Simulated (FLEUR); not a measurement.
Sn: equation of state with LDA (Moruzzi-Janak-Williams)

Crystal: Sn.

```
Sn
1.0
     0.00000    3.23334    3.23334
     3.23334    0.00000    3.23334
     3.23334    3.23334    0.00000
Sn
2
Direct
  0.75000 0.75000 0.75000
  0.50000 0.50000 0.50000
```

This isn't the form of Sn at room conditions, which is tetragonal (white tin).

* Program: FLEUR MaX-R8.1 (later development tree)
* Task: equation of state
* Functional: LDA (Moruzzi-Janak-Williams)
* Potentials or basis: all-electron
* Basis: FLAPW
* Kmax: 4.12 1/bohr
* k mesh: 7 × 7 × 7
* Occupations: fermi-dirac, width 0.05 eV
* Spin: no spin polarisation
* Gmax: 12.8 1/bohr
* Muffin-tin radii: Sn 2.38 bohr
* lmax: Sn 10
* Local orbitals a species: Sn 5

```yaml
Equilibrium_volume: 33.96 Å³/atom
Bulk_modulus: 45 GPa
Pressure_derivative_of_the_bulk_modulus: "5.4 (rough: it moves with the points fitted)"
```

Energy against volume, from the lowest point:
```
volume (Å³/atom)  energy (meV/atom)
          31.775              22.52
          32.451              10.11
          33.803               0.00
          35.155               5.13
          35.831              12.59
```
